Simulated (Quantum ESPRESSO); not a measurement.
# TaN (Fm-3m) in Quantum ESPRESSO: phonons with PBE

Aim: the phonons of TaN with PBE.

Everything below comes from runs of Quantum ESPRESSO 7.5. Logs are shortened: lines on timing, memory, paths and dates and some standing lists are left out, and cuts for length are marked.

## (1) Starting point

It takes space group Fm-3m (No. 225, cubic). The conventional cell has a = 4.358 Å, b = 4.358 Å, c = 4.358 Å, α = 90.00°, β = 90.00°, γ = 90.00°. Around Ta (site symmetry m-3m) lie 6 N at 2.18 Å. Around N (site symmetry m-3m) lie 6 Ta at 2.18 Å.

## (2) Phonons, PBE

pw.in reads:

```
&CONTROL
  calculation = 'scf'
  prefix = 'pwscf'
  outdir = './tmp'
  pseudo_dir = './pseudo'
  tprnfor = .true.
  tstress = .true.
  disk_io = 'low'
/
&SYSTEM
  ibrav = 0
  nat = 2
  ntyp = 2
  ecutwfc = 84
  nbnd = 15
  occupations = 'smearing'
  smearing = 'gaussian'
  degauss = 0.01469973
/
&ELECTRONS
  conv_thr = 4d-10
  electron_maxstep = 120
  mixing_beta = 0.5
/
ATOMIC_SPECIES
Ta   180.9479 Ta.upf
N     14.0070 N.upf
CELL_PARAMETERS angstrom
   0.0000000000    2.1790013100    2.1790013100
   2.1790013100    0.0000000000    2.1790013100
   2.1790013100    2.1790013100    0.0000000000
ATOMIC_POSITIONS crystal
Ta     0.5000000000    0.5000000000    0.5000000000
N      0.0000000000    0.0000000000    0.0000000000
K_POINTS automatic
8 8 8 1 1 1
```

relax.in reads:

```
&CONTROL
  calculation = 'vc-relax'
  prefix = 'pwscf'
  outdir = './tmp'
  pseudo_dir = './pseudo'
  tprnfor = .true.
  tstress = .true.
  disk_io = 'low'
  nstep = 40
  forc_conv_thr = 0.0001
  etot_conv_thr = 1d-06
/
&SYSTEM
  ibrav = 0
  nat = 2
  ntyp = 2
  ecutwfc = 84
  nbnd = 15
  occupations = 'smearing'
  smearing = 'gaussian'
  degauss = 0.01469973
/
&ELECTRONS
  conv_thr = 4d-10
  electron_maxstep = 120
  mixing_beta = 0.5
/
&IONS
  ion_dynamics = 'bfgs'
/
&CELL
  cell_dynamics = 'bfgs'
  press = 0
  press_conv_thr = 0.2
/
ATOMIC_SPECIES
Ta   180.9479 Ta.upf
N     14.0070 N.upf
CELL_PARAMETERS angstrom
   0.0000000000    2.1790013100    2.1790013100
   2.1790013100    0.0000000000    2.1790013100
   2.1790013100    2.1790013100    0.0000000000
ATOMIC_POSITIONS crystal
Ta     0.5000000000    0.5000000000    0.5000000000
N      0.0000000000    0.0000000000    0.0000000000
K_POINTS automatic
8 8 8 1 1 1
```

scf2.in reads:

```
&CONTROL
  calculation = 'scf'
  prefix = 'pwscf'
  outdir = './tmp'
  pseudo_dir = './pseudo'
  tprnfor = .true.
  tstress = .true.
  disk_io = 'low'
/
&SYSTEM
  ibrav = 0
  nat = 2
  ntyp = 2
  ecutwfc = 84
  nbnd = 15
  occupations = 'smearing'
  smearing = 'gaussian'
  degauss = 0.01469973
/
&ELECTRONS
  conv_thr = 1d-13
  electron_maxstep = 120
  mixing_beta = 0.5
  startingpot = 'file'
  startingwfc = 'file'
/
ATOMIC_SPECIES
Ta   180.9479 Ta.upf
N     14.0070 N.upf
CELL_PARAMETERS angstrom
   0.0000000000    2.2078830748    2.2078830748
   2.2078830748    0.0000000000    2.2078830748
   2.2078830748    2.2078830748    0.0000000000
ATOMIC_POSITIONS crystal
Ta     0.5000000000    0.5000000000    0.5000000000
N      0.0000000000    0.0000000000    0.0000000000
K_POINTS automatic
8 8 8 1 1 1
```

ph.in reads:

```
phonons of TaN
&INPUTPH
  prefix = 'pwscf'
  outdir = './tmp'
  tr2_ph = 1d-16
  fildyn = 'dyn'
  niter_ph = 60
  alpha_mix(1) = 0.4
/
0.0000000000 0.0000000000 0.0000000000
```

dynmat.in reads:

```
&INPUT
  fildyn = 'dyn'
  asr = 'crystal'
  filout = 'dynmat.disp'
  fileig = 'dynmat.eig'
/
```

relax_v0.99.in reads:

```
&CONTROL
  calculation = 'relax'
  prefix = 'pwscf'
  outdir = './tmp'
  pseudo_dir = './pseudo'
  tprnfor = .true.
  tstress = .true.
  disk_io = 'low'
  nstep = 30
  forc_conv_thr = 0.0001
  etot_conv_thr = 1d-06
/
&SYSTEM
  ibrav = 0
  nat = 2
  ntyp = 2
  ecutwfc = 84
  nbnd = 15
  occupations = 'smearing'
  smearing = 'gaussian'
  degauss = 0.01469973
/
&ELECTRONS
  conv_thr = 1d-13
  electron_maxstep = 120
  mixing_beta = 0.5
/
&IONS
  ion_dynamics = 'bfgs'
/
ATOMIC_SPECIES
Ta   180.9479 Ta.upf
N     14.0070 N.upf
CELL_PARAMETERS angstrom
   0.0000000000    2.2004987953    2.2004987953
   2.2004987953    0.0000000000    2.2004987953
   2.2004987953    2.2004987953    0.0000000000
ATOMIC_POSITIONS crystal
Ta     0.5000000000    0.5000000000    0.5000000000
N      0.0000000000    0.0000000000    0.0000000000
K_POINTS automatic
8 8 8 1 1 1
```

ph_v0.99.in reads:

```
phonons at 0.99 of the volume
&INPUTPH
  prefix = 'pwscf'
  outdir = './tmp'
  tr2_ph = 1d-16
  fildyn = 'dyn_v0.99'
  niter_ph = 60
  alpha_mix(1) = 0.4
/
0.0000000000 0.0000000000 0.0000000000
```

relax_v1.01.in reads:

```
&CONTROL
  calculation = 'relax'
  prefix = 'pwscf'
  outdir = './tmp'
  pseudo_dir = './pseudo'
  tprnfor = .true.
  tstress = .true.
  disk_io = 'low'
  nstep = 30
  forc_conv_thr = 0.0001
  etot_conv_thr = 1d-06
/
&SYSTEM
  ibrav = 0
  nat = 2
  ntyp = 2
  ecutwfc = 84
  nbnd = 15
  occupations = 'smearing'
  smearing = 'gaussian'
  degauss = 0.01469973
/
&ELECTRONS
  conv_thr = 1d-13
  electron_maxstep = 120
  mixing_beta = 0.5
/
&IONS
  ion_dynamics = 'bfgs'
/
ATOMIC_SPECIES
Ta   180.9479 Ta.upf
N     14.0070 N.upf
CELL_PARAMETERS angstrom
   0.0000000000    2.2152182884    2.2152182884
   2.2152182884    0.0000000000    2.2152182884
   2.2152182884    2.2152182884    0.0000000000
ATOMIC_POSITIONS crystal
Ta     0.5000000000    0.5000000000    0.5000000000
N      0.0000000000    0.0000000000    0.0000000000
K_POINTS automatic
8 8 8 1 1 1
```

ph_v1.01.in reads:

```
phonons at 1.01 of the volume
&INPUTPH
  prefix = 'pwscf'
  outdir = './tmp'
  tr2_ph = 1d-16
  fildyn = 'dyn_v1.01'
  niter_ph = 60
  alpha_mix(1) = 0.4
/
0.0000000000 0.0000000000 0.0000000000
```

Potentials or basis: PseudoDojo 0.4.1 SR PBE standard.

Launch:

```bash
> OMP_NUM_THREADS=1 pw.x -in pw.in > pw.out
> OMP_NUM_THREADS=1 pw.x -in relax.in > relax.out
> OMP_NUM_THREADS=1 pw.x -in scf2.in > scf2.out
> OMP_NUM_THREADS=1 ph.x -in ph.in > ph.out
> OMP_NUM_THREADS=1 dynmat.x -in dynmat.in > dynmat.out
> OMP_NUM_THREADS=1 pw.x -in relax_v0.99.in > relax_v0.99.out
> OMP_NUM_THREADS=1 ph.x -in ph_v0.99.in > ph_v0.99.out
> OMP_NUM_THREADS=1 pw.x -in relax_v1.01.in > relax_v1.01.out
> OMP_NUM_THREADS=1 ph.x -in ph_v1.01.in > ph_v1.01.out
```

pw.out:

```text
This program is part of the open-source Quantum ESPRESSO suite
     for quantum simulation of materials; please cite
[... 9 lines left out ...]
     --------------------
     sticks:   dense  smooth     PW     G-vecs:    dense   smooth      PW
     Sum         769     769    253                14361    14361    2637

     Using Slab Decomposition

     bravais-lattice index     =            0
     lattice parameter (alat)  =       5.8233  a.u.
     unit-cell volume          =     139.6365 (a.u.)^3
     number of atoms/cell      =            2
     number of atomic types    =            2
     number of electrons       =        18.00
     number of Kohn-Sham states=           15
     kinetic-energy cutoff     =      84.0000  Ry
     charge density cutoff     =     336.0000  Ry
     scf convergence threshold =      4.0E-10
     mixing beta               =       0.5000
     number of iterations used =            8  plain     mixing
     Exchange-correlation= PBE
                           (   1   4   3   4   0   0   0)

     celldm(1)=   5.823329  celldm(2)=   0.000000  celldm(3)=   0.000000
     celldm(4)=   0.000000  celldm(5)=   0.000000  celldm(6)=   0.000000

     crystal axes: (cart. coord. in units of alat)
               a(1) = (   0.000000   0.707107   0.707107 )
               a(2) = (   0.707107   0.000000   0.707107 )
               a(3) = (   0.707107   0.707107   0.000000 )

     reciprocal axes: (cart. coord. in units 2 pi/alat)
               b(1) = ( -0.707107  0.707107  0.707107 )
               b(2) = (  0.707107 -0.707107  0.707107 )
               b(3) = (  0.707107  0.707107 -0.707107 )

     PseudoPot. # 1 for Ta read from file:
     Ta.upf
     Pseudo is Norm-conserving + core correction, Zval = 13.0
     Generated using ONCVPSP code by D. R. Hamann
     Using radial grid of 1450 points,  8 beta functions with:
                l(1) =   0
                l(2) =   0
                l(3) =   1
                l(4) =   1
                l(5) =   2
                l(6) =   2
                l(7) =   3
                l(8) =   3

     PseudoPot. # 2 for N  read from file:
     N.upf
     Pseudo is Norm-conserving + core correction, Zval =  5.0
     Generated using ONCVPSP code by D. R. Hamann
     Using radial grid of 1058 points,  4 beta functions with:
                l(1) =   0
                l(2) =   0
                l(3) =   1
                l(4) =   1

     atomic species   valence    mass     pseudopotential
     Ta               13.00   180.94790     Ta( 1.00)
     N                 5.00    14.00700     N ( 1.00)

     48 Sym. Ops., with inversion, found

   Cartesian axes

     site n.     atom                  positions (alat units)
         1        Ta     tau(   1) = (   0.7071068   0.7071068   0.7071068  )
         2        N      tau(   2) = (   0.0000000   0.0000000   0.0000000  )

     number of k points=    60  Gaussian smearing, width (Ry)=  0.0147
                       cart. coord. in units 2pi/alat
        k(    1) = (   0.0441942   0.0441942   0.0441942), wk =   0.0078125
        k(    2) = (   0.1325825   0.1325825  -0.0441942), wk =   0.0234375
        k(    3) = (   0.2209709   0.2209709  -0.1325825), wk =   0.0234375
        k(    4) = (   0.3093592   0.3093592  -0.2209709), wk =   0.0234375
        k(    5) = (  -0.3093592  -0.3093592   0.3977476), wk =   0.0234375
        k(    6) = (  -0.2209709  -0.2209709   0.3093592), wk =   0.0234375
[... 52 lines left out ...]
        k(   59) = (   0.3093592   0.3093592   0.3093592), wk =   0.0078125
        k(   60) = (  -0.3093592  -0.3093592   0.9280777), wk =   0.0234375

     Dense  grid:    14361 G-vectors     FFT dimensions: (  36,  36,  36)

     Initial potential from superposition of free atoms

     starting charge      17.9991, renormalised to      18.0000
     Starting wfcs are   14 randomized atomic wfcs +    1 random wfcs

     Self-consistent Calculation

     iteration #  1     ecut=    84.00 Ry     beta= 0.50
     Davidson diagonalization with overlap
     ethr =  1.00E-02,  avg # of iterations =  4.1

     total energy              =    -150.89784247 Ry
     estimated scf accuracy    <       0.48073251 Ry

     iteration #  2     ecut=    84.00 Ry     beta= 0.50
     Davidson diagonalization with overlap
     ethr =  2.67E-03,  avg # of iterations =  2.0

     total energy              =    -151.03904018 Ry
     estimated scf accuracy    <       0.20962247 Ry

     iteration #  3     ecut=    84.00 Ry     beta= 0.50
     Davidson diagonalization with overlap
     ethr =  1.16E-03,  avg # of iterations =  1.2
[... 43 lines left out ...]
     total energy              =    -151.07831254 Ry
     estimated scf accuracy    <          8.8E-09 Ry

     iteration # 10     ecut=    84.00 Ry     beta= 0.50
     Davidson diagonalization with overlap
     ethr =  4.88E-11,  avg # of iterations =  1.3

     total energy              =    -151.07831254 Ry
     estimated scf accuracy    <          2.2E-09 Ry

     iteration # 11     ecut=    84.00 Ry     beta= 0.50
     Davidson diagonalization with overlap
     ethr =  1.20E-11,  avg # of iterations =  1.4

     End of self-consistent calculation

          k = 0.0442 0.0442 0.0442 (  1822 PWs)   bands (ev):

   -47.3067 -13.5501 -13.5146 -13.5146   3.2325  17.7457  17.9107  17.9107
    20.1972  20.1972  20.2639  22.7001  22.7001  24.2195  31.6606

          k = 0.1326 0.1326-0.0442 (  1830 PWs)   bands (ev):

   -47.2947 -13.7233 -13.5590 -13.5194   3.7255  16.0381  16.6249  17.1173
    20.5200  20.7265  21.3596  23.3576  24.8014  25.6173  33.0983

          k = 0.2210 0.2210-0.1326 (  1832 PWs)   bands (ev):

   -47.2715 -14.0633 -13.6017 -13.5492   4.7487  13.9242  15.3350  15.7667
    21.4455  21.7149  22.8179  25.6352  27.4095  27.4257  34.8109

          k = 0.3094 0.3094-0.2210 (  1823 PWs)   bands (ev):

   -47.2506 -14.3538 -13.6269 -13.5863   5.8299  12.2563  14.5896  14.8064
    22.8178  23.2910  24.1318  27.0844  28.6115  29.5510  34.0665
[... 103 lines left out ...]
   -47.2342 -14.2930 -13.8711 -13.6727   5.6334  12.8869  14.9693  15.0285
    22.2294  23.2329  24.6075  27.3078  29.1014  30.9104  32.7433

          k = 0.2210-0.3094 0.3977 (  1817 PWs)   bands (ev):

   -47.2444 -14.3858 -13.6704 -13.6141   5.9696  12.1150  14.5602  14.7658
    22.6533  24.1044  24.2643  27.1783  28.9372  30.0439  33.5602

          k =-0.6629 0.0442 0.0442 (  1793 PWs)   bands (ev):

   -47.2249 -14.2966 -13.8375 -13.8155   4.4413  15.3797  16.2983  17.2977
    17.7291  24.6659  25.8067  25.8328  27.0712  29.5120  31.4256

          k =-0.5745 0.1326-0.0442 (  1807 PWs)   bands (ev):

   -47.2306 -14.2382 -13.8485 -13.7853   4.7254  14.6571  15.8363  16.4712
    18.6772  25.0478  25.3507  25.6566  27.2476  30.3362  32.1482

          k =-0.4861 0.2210-0.1326 (  1813 PWs)   bands (ev):

   -47.2387 -14.2602 -13.8051 -13.6941   5.3394  13.2920  15.0400  15.5614
    20.3766  24.5409  24.9070  26.6498  27.9231  30.6967  32.5748

          k =-0.4861 0.0442 0.0442 (  1805 PWs)   bands (ev):

   -47.2426 -14.1652 -13.7622 -13.7510   4.6495  14.1084  16.5543  17.0873
    17.8364  24.1211  25.2445  25.2730  26.0271  30.8832  33.6060

          k =-0.3977 0.1326-0.0442 (  1818 PWs)   bands (ev):

   -47.2552 -14.0939 -13.7276 -13.6630   4.8239  13.6242  15.9811  16.3329
    19.1193  24.0391  24.3299  24.7888  26.1724  30.4330  34.9450

          k =-0.3094 0.0442 0.0442 (  1819 PWs)   bands (ev):

   -47.2740 -13.8992 -13.6361 -13.6316   4.3395  14.1146  16.8403  17.0436
    18.6561  23.0243  23.2620  23.6520  24.7047  29.2084  35.4812

          k = 0.1326 0.1326 0.1326 (  1820 PWs)   bands (ev):

   -47.2894 -13.8199 -13.5390 -13.5390   3.9631  15.5283  16.4233  16.4233
    20.9599  21.1188  21.1188  24.9188  24.9188  25.8859  33.6616

          k = 0.2210 0.2210 0.0442 (  1826 PWs)   bands (ev):

   -47.2751 -13.9657 -13.6508 -13.5363   4.5292  14.2872  15.4726  16.2378
    21.1940  21.4352  23.0166  24.0702  27.3498  27.4165  34.9906
[... 118 lines left out ...]
   -47.2321 -14.2711 -13.9014 -13.6949   5.4443  13.2900  15.0377  15.3007
    21.0350  24.3411  24.5459  27.5483  28.3825  30.9754  32.3197

          k = 0.3094 0.3094 0.3094 (  1823 PWs)   bands (ev):

   -47.2476 -14.4219 -13.5970 -13.5970   6.1302  11.8248  14.4950  14.4950
    23.7037  23.9600  23.9600  26.5966  29.6401  29.6401  34.1931

          k =-0.3094-0.3094 0.9281 (  1816 PWs)   bands (ev):

   -47.2414 -14.3994 -13.7000 -13.6206   6.0353  12.0585  14.5934  14.6824
    23.2319  23.9179  24.0312  27.3945  29.5674  29.8587  33.3524

     the Fermi energy is    22.1646 ev

!    total energy              =    -151.07831254 Ry
     estimated scf accuracy    <          1.1E-11 Ry
     smearing contrib. (-TS)   =      -0.00121939 Ry
     internal energy E=F+TS    =    -151.07709315 Ry

     The total energy is F=E-TS. E is the sum of the following terms:
     one-electron contribution =      -4.63269979 Ry
     hartree contribution      =      14.69765525 Ry
     xc contribution           =     -35.93567299 Ry
     ewald contribution        =    -125.20637560 Ry

     convergence has been achieved in  11 iterations

     Forces acting on atoms (cartesian axes, Ry/au):

     atom    1 type  1   force =     0.00000000    0.00000000   -0.00000000
     atom    2 type  2   force =     0.00000000    0.00000000   -0.00000000

     Total force =     0.000000     Total SCF correction =     0.000000

     Computing stress (Cartesian axis) and pressure

          total   stress  (Ry/bohr**3)                   (kbar)     P=      141.65
   0.00096290  -0.00000000  -0.00000000          141.65       -0.00       -0.00
  -0.00000000   0.00096290  -0.00000000           -0.00      141.65       -0.00
  -0.00000000  -0.00000000   0.00096290           -0.00       -0.00      141.65

=------------------------------------------------------------------------------=
   JOB DONE.
=------------------------------------------------------------------------------=
```

It took 24 min on 1 thread of Arm Neoverse V1, shared host; peak memory 0.07 GiB.

What came out:

* Free energy: -2055.5608 eV
* Relaxed volume: 10.76 Å³/atom
* Relaxed cell: a = 3.122 Å, b = 3.122 Å, c = 3.122 Å, α = 60.00°, β = 60.00°, γ = 60.00°
* Space group after relaxing (to 0.05 Å): Fm-3m (No. 225)
* Pressure after relaxing: 0.0 GPa
* Band gap on the k mesh: none (metal or under the smearing width)
* Highest phonon frequency at Γ: 372 cm⁻¹

Step by step:
```csv
step,energy change (eV),largest force (eV/Å),pressure (GPa),volume (Å³)
1,0.0000,0.0000,14.16,20.69
2,-0.0137,0.0000,-9.77,22.22
3,-0.0355,0.0000,-0.69,21.57
4,-0.0356,0.0000,0.04,21.52
5,-0.0356,0.0000,0.00,21.53
```

Final structure:
```
Ta N
1.0
     0.00000    2.20788    2.20788
     2.20788    0.00000    2.20788
     2.20788    2.20788    0.00000
Ta N
1 1
Direct
  0.50000 0.50000 0.50000
  0.00000 0.00000 0.00000
```

Phonon frequencies in cm⁻¹ (negative: imaginary):
| q point | frequencies |
| --- | --- |
| (0.000, 0.000, 0.000) | 2 2 2 372 372 372 |

Mode Grüneisen parameters of phonons at Γ, in order of frequency: n/a, n/a, n/a, 3.42, 3.42, 3.42

Optical modes at Γ, degenerate ones joined:
```
cm⁻¹  components  symmetry  active in
 372           3       T1u         IR
```

Frequencies at 99 % and 101 % of the volume (pressures 3.4 and -3.2 GPa), ions relaxed:
```csv
mode,99 % (cm⁻¹),101 % (cm⁻¹),Grüneisen parameter
4,385.2,359.7,3.42
5,385.2,359.7,3.42
6,385.2,359.7,3.42
```

Caveat: the mesh is thin for the phonons of a metal. The run has no spin-orbit coupling, so splittings on Ta are missing.
